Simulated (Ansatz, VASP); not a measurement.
Given: the input of a run of VASP 6.6.1 on Ta2N.

Contents of INCAR:

```
SYSTEM = Ta2N
PREC     = Accurate       ! precision mode
ENCUT    = 520            ! plane-wave cutoff, eV
EDIFF    = 1E-7           ! SCF threshold, eV
ISMEAR   = -1             ! smearing method
SIGMA    = 0.05           ! smearing width, eV
LREAL    = .False.        ! projectors in reciprocal space
LASPH    = .True.         ! aspherical terms in the spheres
NELM     = 80             ! most SCF steps
ALGO     = Normal         ! electronic algorithm
ISIF     = 2              ! what is computed and relaxed
LWAVE    = .False.        ! write WAVECAR
LCHARG   = .False.        ! write CHGCAR
GGA      = PS             ! functional
NBANDS   = 20             ! bands
```

File KPOINTS:

```
regular mesh
0
Gamma
  10 10 6
  0 0 0
```

File POSCAR:

```
Ta2N
1.0
    3.1128615060      0.0000000000      0.0000000000
   -1.5564307530      2.6958171426      0.0000000000
    0.0000000000      0.0000000000      4.8698410000
Ta N
2 1
Direct
    0.3333333333      0.6666666667      0.2547110000
    0.6666666667      0.3333333333      0.7452890000
    0.0000000000      0.0000000000      0.0000000000
```

Potentials or basis: VASP PAW PBE potentials, release 64 (Ta_pv, N).

Launch:

```console
$ cat potpaw_PBE.64/Ta_pv/POTCAR potpaw_PBE.64/N/POTCAR > POTCAR
$ mpirun -np 1 vasp_std > vasp.out
```

Task: Translate it to Ansatz 0.2.0. Potentials there: Ansatz PAW.

Result: As run (the cutoff follows the program's own potentials):

Contents of input.yaml:

```yaml
crystal:
  lattice:
    - [3.112861506, 0.0, 0.0]
    - [-1.556430753, 2.6958171426, 0.0]
    - [0.0, 0.0, 4.869841]
  atoms:
    - { symbol: Ta, position: [0.3333333333, 0.6666666667, 0.254711] }
    - { symbol: Ta, position: [0.6666666667, 0.3333333333, 0.745289] }
    - { symbol: "N", position: [0.0, 0.0, 0.0] }
hamiltonian:
  xc: pbesol
  pseudopotentials: { kind: paw }
kpoints:
  mp_grid: { grid: [10, 10, 6] }
scf:
  occupations: { method: fermi_dirac, width: 0.05 }
output:
  forces: true
  stress: true
  eigenvalues: true
```

Potentials or basis: Ansatz PAW.

Run with:

```console
$ ansatz run input.yaml --threads 1 --pin off --max-ram 3584MiB --backend cpu --events-out ev --progress --plain --runs-dir out
```

Both were run:

|  | VASP | Ansatz | Ansatz less VASP |
| --- | --- | --- | --- |
| gap on the k mesh at the Fermi level (eV) | none | none | - |
| pressure (GPa) | -8.7 | -9.1 | -0.47 |
| largest component of the traceless stress (GPa) | 0.44 | 0.51 | +0.068 |
| rms of the force components (eV/Å) | 0.118 | 0.140 | +0.0226 |

Atom by atom the forces differ by 0.023 eV/Å (rms over components). A gap of «none» marks a metal or a gap that the smearing closes. The two sets of potentials don't hold the same shells in valence.

Caveats: the PAW data sets were made with another functional, which shifts forces and pressure a little (VASP); the PAW data sets come from PBE, with cores solved anew for the run's functional, which leaves a small shift of forces and pressure (Ansatz). The runs have no spin-orbit coupling, so splittings on Ta are missing.
